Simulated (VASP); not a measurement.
All values below come from r2SCAN meta-GGA, VASP's PBE PAW potentials (set 64) (plane waves; VASP).

VASP input:

### INCAR
```
SYSTEM = ZrO2
PREC = Accurate; ENCUT = 520; LREAL = .FALSE.
LASPH = .TRUE.
EDIFF = 1E-7; NELM = 100; ALGO = Normal
LMAXMIX = 4; LMIXTAU = .TRUE.
ISMEAR = -5
METAGGA = R2SCAN
ISIF = 2
LWAVE = .FALSE.; LCHARG = .FALSE.; LORBIT = 11
NEDOS = 601
LEFG = .TRUE.
```

POSCAR:
```
ZrO2
10.4418440
  0.3451595445   0.0000000000   0.0000000000
  0.0000000000   0.3451595445   0.0000000000
  0.0000000000   0.0000000000   0.5000000054
Zr O
2 4
Cartesian
  0.0000000000   0.0000000000   0.0000000000
  0.1725797722   0.1725797722   0.2500000027
  0.0000000000   0.1725797722   0.0989486244
  0.0000000000   0.1725797722   0.3489486271
  0.1725797722   0.0000000000   0.1510513783
  0.1725797722   0.0000000000   0.4010513810
```

**KPOINTS_OPT**
```
k-points along high-symmetry lines
6
Line-mode
Reciprocal
  0.000000   0.000000   0.000000 ! GAMMA
  0.000000   0.500000   0.000000 ! X

  0.000000   0.500000   0.000000 ! X
  0.500000   0.500000   0.000000 ! M

  0.500000   0.500000   0.000000 ! M
  0.000000   0.000000   0.000000 ! GAMMA

  0.000000   0.000000   0.000000 ! GAMMA
  0.000000   0.000000   0.500000 ! Z

  0.000000   0.000000   0.500000 ! Z
  0.000000   0.500000   0.500000 ! R

  0.000000   0.500000   0.500000 ! R
  0.500000   0.500000   0.500000 ! A

  0.500000   0.500000   0.500000 ! A
  0.000000   0.000000   0.500000 ! Z

  0.000000   0.500000   0.000000 ! X
  0.000000   0.500000   0.500000 ! R

  0.500000   0.500000   0.000000 ! M
  0.500000   0.500000   0.500000 ! A
```

### KPOINTS
```
Automatic
0
G
  7 7 5
0 0 0
```

POTCAR, in this order: Zr_sv O (PBE.64 set). Program: vasp_std.

The run wrote:

OSZICAR:
```
       N       E                     dE             d eps       ncg     rms          rms(c)
DAV:   1     0.420562955338E+03    0.42056E+03   -0.28406E+04  1680   0.180E+03
DAV:   2    -0.906596638227E+02   -0.51122E+03   -0.49997E+03  2224   0.475E+02
DAV:   3    -0.121371362502E+03   -0.30712E+02   -0.30590E+02  2452   0.111E+02
DAV:   4    -0.123494583072E+03   -0.21232E+01   -0.21212E+01  2636   0.227E+01
DAV:   5    -0.123536576508E+03   -0.41993E-01   -0.41990E-01  2156   0.282E+00    0.385E+01
DAV:   6    -0.964584998343E+02    0.27078E+02   -0.44934E+01  2044   0.499E+01    0.145E+01
DAV:   7    -0.906046307133E+02    0.58539E+01   -0.35767E+00  2084   0.149E+01    0.429E+00
DAV:   8    -0.964830096146E+02   -0.58784E+01   -0.21382E+00  1768   0.117E+01    0.276E+00
DAV:   9    -0.918290311770E+02    0.46540E+01   -0.13725E+00  1716   0.921E+00    0.473E-01
DAV:  10    -0.916595733983E+02    0.16946E+00   -0.23681E-01  2076   0.356E+00    0.741E-01
DAV:  11    -0.915916321341E+02    0.67941E-01   -0.11697E-02  2388   0.710E-01    0.650E-01
DAV:  12    -0.918367147972E+02   -0.24508E+00   -0.84599E-02  1680   0.282E+00    0.204E-01
DAV:  13    -0.918773238519E+02   -0.40609E-01   -0.20843E-02  1944   0.119E+00    0.155E-01
DAV:  14    -0.918767686382E+02    0.55521E-03   -0.19388E-03  2300   0.356E-01    0.108E-01
DAV:  15    -0.918837643606E+02   -0.69957E-02   -0.26310E-03  1680   0.522E-01    0.536E-02
DAV:  16    -0.918842952157E+02   -0.53086E-03   -0.58809E-04  1812   0.173E-01    0.346E-02
DAV:  17    -0.918841911737E+02    0.10404E-03   -0.40455E-05  2160   0.575E-02    0.338E-02
DAV:  18    -0.918844498685E+02   -0.25869E-03   -0.11488E-04  1680   0.914E-02    0.721E-03
DAV:  19    -0.918844533889E+02   -0.35203E-05   -0.57876E-06  2064   0.199E-02    0.518E-03
DAV:  20    -0.918844538313E+02   -0.44246E-06   -0.74927E-07  1684   0.705E-03    0.306E-03
DAV:  21    -0.918844588981E+02   -0.50668E-05   -0.35132E-06  1680   0.139E-02    0.195E-03
DAV:  22    -0.918844588409E+02    0.57157E-07   -0.12423E-07   928   0.319E-03
   1 F= -.91884459E+02 E0= -.91884459E+02  d E =0.000000E+00
       N       E                     dE             ncg
       N       E                     dE             ncg
```

**OUTCAR**
```
------------------------ aborting loop because EDIFF is reached ----------------------------------------
  FORCE on cell =-STRESS in cart. coord.  units (eV):
  Direction    XX          YY          ZZ          XY          YZ          ZX
  --------------------------------------------------------------------------------------
  Total       -0.0297222     -0.0297222      0.1103639      0.0000000      0.0000000     -0.0000000
  in kB       -0.7021818     -0.7021818      2.6073305      0.0000000      0.0000000     -0.0000000
  external PRESSURE =       0.4009889 kB  Pullay stress =       0.0000000 kB
  volume of cell :       67.82
      direct lattice vectors                 reciprocal lattice vectors
     3.604102118  0.000000000  0.000000000     0.277461617  0.000000000  0.000000000
     0.000000000  3.604102118  0.000000000     0.000000000  0.277461617  0.000000000
     0.000000000  0.000000000  5.220922057     0.000000000  0.000000000  0.191537048
 POSITION                                       TOTAL-FORCE (eV/Angst)
 -----------------------------------------------------------------------------------
      0.00000      0.00000      0.00000        -0.000000     -0.000000     -0.000000
      1.80205      1.80205      2.61046        -0.000000      0.000000     -0.000000
      0.00000      1.80205      1.03321        -0.000000      0.000000     -0.000857
      0.00000      1.80205      3.64367        -0.000000      0.000000     -0.000857
      1.80205      0.00000      1.57725        -0.000000      0.000000      0.000857
      1.80205      0.00000      4.18772         0.000000     -0.000000      0.000857
 -----------------------------------------------------------------------------------
    total drift:                                0.000000      0.000000      0.000000
  FREE ENERGIE OF THE ION-ELECTRON SYSTEM (eV)
  ---------------------------------------------------
  free  energy   TOTEN  =       -91.8844588409 eV

  energy  without entropy=      -91.8844588409  energy(sigma->0) =      -91.88445884

 total charge

# of ion       s       p       d       tot
------------------------------------------
    1        2.170   6.049   1.309   9.528
    2        2.170   6.049   1.309   9.528
    3        1.571   3.563   0.000   5.133
    4        1.571   3.563   0.000   5.133
    5        1.571   3.563   0.000   5.133
    6        1.571   3.563   0.000   5.133
--------------------------------------------------
tot         10.622  26.349   2.619  39.589
```
(Selected blocks of OUTCAR.)

The structure was generated: ZrO2 was put into the tetragonal-ZrO2 type (P4_2/nmc), which need not be its known phase. It was relaxed first.
